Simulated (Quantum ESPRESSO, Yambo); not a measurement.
# BAs (F-43m): G0W0 with Yambo, start to end, part 2 of 3

Wanted: ground state, empty states, screening and self-energy for BAs (F-43m).

Quantum ESPRESSO 7.5 and Yambo 5.3.0; PBE and many-body steps on it, plane waves. Known limits of the many-body steps: not at the basis limit; exchange with frozen shells missing; no spin-orbit coupling.

So far. Step 2 (Ground state): The gap is indirect, with the least direct gap 2.08 eV higher. Step 3 (Bands along the symmetry lines): The gap is 1.209 eV, as in the run before at this level.

## Step 4: Empty states on the mesh, 6×6×6 mesh, 184 bands

Level of this step: DFT, PBE, plane waves, norm-conserving pseudopotentials (Quantum ESPRESSO).

The sums over transitions need many empty states on a uniform mesh; this step solves for them.

The input, pw.in:

```
&control
  calculation = 'nscf'
  prefix = 'x'
  outdir = 'o'
  pseudo_dir = 'pseudo'
/
&system
  ibrav = 0
  nat = 2
  ntyp = 2
  ecutwfc = 76.0
  nbnd = 184
  force_symmorphic = .true.
/
&electrons
  conv_thr = 1e-9
  electron_maxstep = 80
  diago_full_acc = .true.
  diago_thr_init = 5e-6
/
ATOMIC_SPECIES
  B 10.81 B.upf
  As 74.922 As.upf
CELL_PARAMETERS angstrom
  -0.0000000000 2.3885000000 2.3885000000
  2.3885000000 -0.0000000000 2.3885000000
  2.3885000000 2.3885000000 -0.0000000000
ATOMIC_POSITIONS crystal
  B 0.0000000000 0.0000000000 0.0000000000
  As 0.2500000000 0.2500000000 0.2500000000
K_POINTS automatic
  6 6 6 0 0 0
```

On the command line:

```bash
> OMP_NUM_THREADS=1 mpirun -n 4 pw.x -nk 4 -in pw.in > pw.out
```

What it wrote:

```text
[banner, memory and clock lines left out]
Program PWSCF v.7.5 starts

     Atomic positions and unit cell read from directory:
     o/x.save/

     Message from routine setup:
     using ibrav=0 with symmetry is DISCOURAGED, use correct ibrav instead

     G-vector sticks info

     bravais-lattice index     =            0
     lattice parameter (alat)  =       6.3832  a.u.
     unit-cell volume          =     183.9087 (a.u.)^3
     number of atoms/cell      =            2
     number of atomic types    =            2
     number of electrons       =        18.00
     number of Kohn-Sham states=          184
     kinetic-energy cutoff     =      76.0000  Ry
     charge density cutoff     =     304.0000  Ry
     Exchange-correlation= PBE
                           (   1   4   3   4   0   0   0)

     celldm(1)=   6.383210  celldm(2)=   0.000000  celldm(3)=   0.000000
     celldm(4)=   0.000000  celldm(5)=   0.000000  celldm(6)=   0.000000

     crystal axes: (cart. coord. in units of alat)
               a(1) = (  -0.000000   0.707107   0.707107 )
               a(2) = (   0.707107  -0.000000   0.707107 )
               a(3) = (   0.707107   0.707107  -0.000000 )

     reciprocal axes: (cart. coord. in units 2 pi/alat)
               b(1) = ( -0.707107  0.707107  0.707107 )
               b(2) = (  0.707107 -0.707107  0.707107 )
               b(3) = (  0.707107  0.707107 -0.707107 )
     Pseudo is Norm-conserving + core correction, Zval =  3.0
     Generated using ONCVPSP code by D. R. Hamann
     Using radial grid of 1534 points,  4 beta functions with:
     Pseudo is Norm-conserving + core correction, Zval = 15.0
     Generated using ONCVPSP code by D. R. Hamann
     Using radial grid of 1358 points,  6 beta functions with:
     B                 3.00    10.81000     B ( 1.00)
     As               15.00    74.92200     As( 1.00)

     24 Sym. Ops. (no inversion) found

   Cartesian axes

     site n.     atom                  positions (alat units)
         1        B      tau(   1) = (   0.0000000   0.0000000   0.0000000  )
         2        As     tau(   2) = (   0.3535534   0.3535534   0.3535534  )

     number of k points=    16
                       cart. coord. in units 2pi/alat
        k(    1) = (   0.0000000   0.0000000   0.0000000), wk =   0.0092593
        k(    2) = (   0.1178511   0.1178511  -0.1178511), wk =   0.0740741
        k(    3) = (   0.2357023   0.2357023  -0.2357023), wk =   0.0740741
[...]
[... 4 further rows ...]
        k(   15) = (  -0.1178511  -0.3535534   0.5892557), wk =   0.2222222
        k(   16) = (  -0.7071068   0.2357023   0.0000000), wk =   0.1111111

     Dense  grid:    16457 G-vectors     FFT dimensions: (  36,  36,  36)

     The potential is recalculated from file :
     o/x.save/charge-density

     Starting wfcs are   13 randomized atomic wfcs +  171 random wfcs

     Band Structure Calculation

     End of band structure calculation

          k = 0.0000 0.0000 0.0000 (  2085 PWs)   bands (ev):

   -24.5717 -24.5717 -24.5717 -24.5522 -24.5522  -4.0540  11.3431  11.3431
    11.3431  14.6353  14.6353  14.6353  16.0307  20.9518  24.5116  24.5116
    25.8254  25.8254  25.8254  30.3182  41.1430  41.1430  41.1430  48.1989
[...]
[... 11 further rows ...]
[...]
k = 0.1179 0.1179-0.1179 (  2052 PWs)   bands (ev):

[...]
[... 11 further rows ...]
[...]
k = 0.2357 0.2357-0.2357 (  2030 PWs)   bands (ev):

[...]
[... 11 further rows ...]
   189.5383 190.5019 191.4947 191.4947 193.1225 194.5608 194.5608 195.9728
   195.9728 196.3250 196.5064 196.5064 198.2045 198.5325 198.5325 198.6556

          k =-0.3536-0.3536 0.3536 (  2060 PWs)   bands (ev):

     [... further k-points ...]

     highest occupied, lowest unoccupied level (ev):    11.3431   12.6372

     XML data file, pseudopotentials, collected wavefunctions
```

Wall time 15 s (4 MPI ranks of Arm Neoverse V1, shared host); peak memory 0.32 GiB; 58 s of CPU time.

Numbers from this step:

```yaml
gap: 1.294 eV
k_of_the_valence_top: 0, 0, 0
k_of_the_conduction_bottom: 0, 0.3333, 0.3333
least_direct_gap: 3.292 eV
k_points_computed: 16
lowest_point_of_the_top_converged_band_above_the_valence_top: 183.1518 eV
```

On this mesh the gap is 1.294 eV. The earlier step found 1.209 eV, so this mesh misses an edge.

## Step 5: Conversion and set-up

This step: Yambo 5.3.0; conversion and set-up on PBE, plane waves, norm-conserving pseudopotentials.

The states are converted to the many-body program's format and the q mesh is built.

On the command line:

```bash
> (cd o/x.save; p2y > p2y.log; mv SAVE ../..); yambo > setup.log
```

What it wrote:

```text
 Yambo, version 5.3.0

 [02] CORE Variables Setup
 =========================

  [02.01] Unit cells
  ==================

  Cell kind             :  FCC
  Atoms in the cell     :  B  As
  number of B  atoms    :  1
  number of As atoms    :  1

  List of atomic masses
  Mass of B     :  10.81000
  Mass of As    :  74.92200

  List of atomic coordinates    : [cc]
  B1       :  0.000000  0.000000  0.000000  order 1
  As1       :  2.256805  2.256805  2.256805  order 2

  Alat factors          :  4.513611  4.513611  4.513611 [a.u.]
  Direct lattice volume :  183.9087 [a.u.]
  Direct lattice vectors:  A[ 1 ]  A[ 2 ]  A[ 3 ]
   A[ 1 ]: -0.000000  1.000000  1.000000  [iru]
  -0.000000  4.513611  4.513611  [cc]
   A[ 2 ]:  1.000000 -0.000000  1.000000  [iru]
   4.513611 -0.000000  4.513611  [cc]
   A[ 3 ]:  1.000000  1.000000 -0.000000  [iru]
   4.513611  4.513611 -0.000000  [cc]

  Recip. lattice volume :  1.348768 [a.u.]
  Recip. lattice vectors:  B[ 1 ]  B[ 2 ]  B[ 3 ]
   B[ 1 ]: -0.500000  0.500000  0.500000  [iku]
  -0.696026  0.696026  0.696026  [cc]
   B[ 2 ]:  0.500000 -0.500000  0.500000  [iku]
   0.696026 -0.696026  0.696026  [cc]
   B[ 3 ]:  0.500000  0.500000 -0.500000  [iku]
   0.696026  0.696026 -0.696026  [cc]

  [02.02] Symmetries
  ==================

  Inversion symmetry    : yes
  Spatial inversion     : no
  Inversion index       :  25
  K-space Time-reversal : yes
  Magnetic symmetries   : no
  Time-reversal derived K-space symmetries:   25   48
  Group table correct   : yes
  Symmetries units      :  [cc]

   [S  1]:   1.0000     -0.32065E-16 -0.32065E-16 -0.32065E-16   1.0000      0.32065E-16  0.32065E-16  0.32065E-16   1.0000
   [S  2]:  -1.0000      0.32065E-16 -0.32065E-16  0.32065E-16  -1.0000      0.32065E-16 -0.32065E-16 -0.32065E-16   1.0000
   [S  3]:  -1.0000     -0.32065E-16  0.32065E-16  0.32065E-16   1.0000     -0.32065E-16 -0.32065E-16  0.32065E-16  -1.0000
[...]
[S  9]: -0.32065E-16   1.0000     -0.32065E-16  0.32065E-16 -0.32065E-16   1.0000       1.0000      0.32065E-16  0.32065E-16
   [S 10]: -0.32065E-16  -1.0000      0.32065E-16  0.32065E-16  0.32065E-16  -1.0000       1.0000     -0.32065E-16 -0.32065E-16
     [... 36 further rows ...]
   [S*47]:   1.0000     -0.32065E-16  0.32065E-16 -0.32065E-16  0.32065E-16  -1.0000      0.32065E-16   1.0000     -0.32065E-16
   [S*48]:   1.0000      0.32065E-16 -0.32065E-16 -0.32065E-16 -0.32065E-16   1.0000      0.32065E-16  -1.0000      0.32065E-16

  [02.03] Reciprocal space
  ========================

  nG shells         :  211
  nG charge         :  16457
  nG WFs            :  2709
  nC WFs            :  2085
  G-vecs. in first 21 shells:  [ Number ]
     1    9   15   27   51   59   65   89  113
    137   169   181   229   259   283   307   331   339
    387   411   459
  ...
  Shell energy in first 21 shells:  [ mHa ]
[...]
[02.05] Energies & Occupations
  ==============================

  [X] === General ===
  [X] Electronic Temperature                        :  0.000000  0.000000 [eV K]
  [X] Bosonic    Temperature                        :  0.000000  0.000000 [eV K]
  [X] Finite Temperature mode                       : no
  [X] El. density                                   :  0.66049E+24 [cm-3]
  [X] Fermi Level                                   :  11.34311 [eV]

  [X] === Gaps and Widths ===
  [X] Conduction Band Min                           :  1.294135 [eV]
  [X] Valence Band Max                              :  0.000000 [eV]
  [X] Filled Bands                                  :   9
  [X] Empty Bands                                   :   10  184
  [X] Direct Gap                                    :  3.292229 [eV]
  [X] Direct Gap localized at k                     :  1
  [X] Indirect Gap                                  :  1.294135 [eV]
  [X] Indirect Gap between kpts                     :   1  10
  [X] Last valence band width                       :  4.947480 [eV]
  [X] 1st conduction band width                     :  3.060953 [eV]

  E @ K [ 1]:  [eV]
   -35.915      -35.915      -35.915      -35.895      -35.895      -15.397     -0.17080E-09 -0.63959E-10
    0.00000   3.29223   3.29223   3.29223   4.68764   9.60869  13.16854  13.16854
   14.48227  14.48227  14.48227  18.97507  29.79989  29.79989  29.79989  36.85575
  occ @ K [ 1]
[...]
E @ K [ 2]:  [eV]
[...]
occ @ K [ 2]
[...]
E @ K [ 3]:  [eV]
[...]
occ @ K [ 3]
[...]
E @ K [ 8]:  [eV]
[...]
occ @ K [ 8]
[...]
E @ K [ 9]:  [eV]
[...]
occ @ K [ 9]
[...]
E @ K [10]:  [eV]
[...]
occ @ K [10]
[...]
E @ K [11]:  [eV]
[...]
occ @ K [11]
[...]
E @ K [12]:  [eV]
[...]
occ @ K [12]
[...]
E @ K [13]:  [eV]
[...]
occ @ K [13]
[...]
E @ K [14]:  [eV]
[...]
occ @ K [14]
[...]
E @ K [15]:  [eV]
[...]
occ @ K [15]
[...]
E @ K [16]:  [eV]
[...]
occ @ K [16]
[...]
2.000000  0.000000  0.000000  0.000000  0.000000  0.000000  0.000000  0.000000
   0.000000  0.000000  0.000000  0.000000  0.000000  0.000000  0.000000  0.000000

 [03] Transferred momenta grid and indexing
 ==========================================

 IBZ Q-points                                      :  16
 BZ  Q-points                                      :  216

 K/Q-points units:
 rlu = crystal or reduced units; cc = cartesian coordinates; iku = interal k-units

 Q [ 1]         [rlu]:  0.000000  0.000000  0.000000
 Q [ 2]         [rlu]: -0.44040E-17 -0.44040E-17  0.16667
 Q [ 3]         [rlu]: -0.88081E-17 -0.88081E-17  0.33333
[...]
Q [ 8]         [rlu]: -0.63303E-17  0.16667     -0.33333
 Q [ 9]         [rlu]:  0.28747E-16  0.16667     -0.16667
 Q [10]         [rlu]: -0.18005E-16  0.33333      0.33333
     [... 4 further rows ...]
 Q [15]         [rlu]:  0.166667  0.333333 -0.333333
 Q [16]         [rlu]:  0.166667 -0.500000 -0.333333

  [03.01] X indexes
  =================

   [03.01.01] Sigma indexes
   ========================

 [06] Game Over & Game summary
```

Run time: 2.3 s. Hardware: 1 MPI rank; peak memory 0.24 GiB.

(Continued in part 3 of 3.)

[Paths, hosts, dates, memory and timing lines, banners, echoed tables and standing remarks are left out of the program output.]

[Logs are printed without paths, hosts, clocks, repeated set-up lines and the standing remarks that a program may print on its own settings, such as how far it seeks lower states.]

[Runs of the session that timed out or met a known fault of the program may be left out.]

[Hosts, paths, dates, database ids (printed as entryN), source tags and the programs' standing remarks are cut or masked in the printed files.]
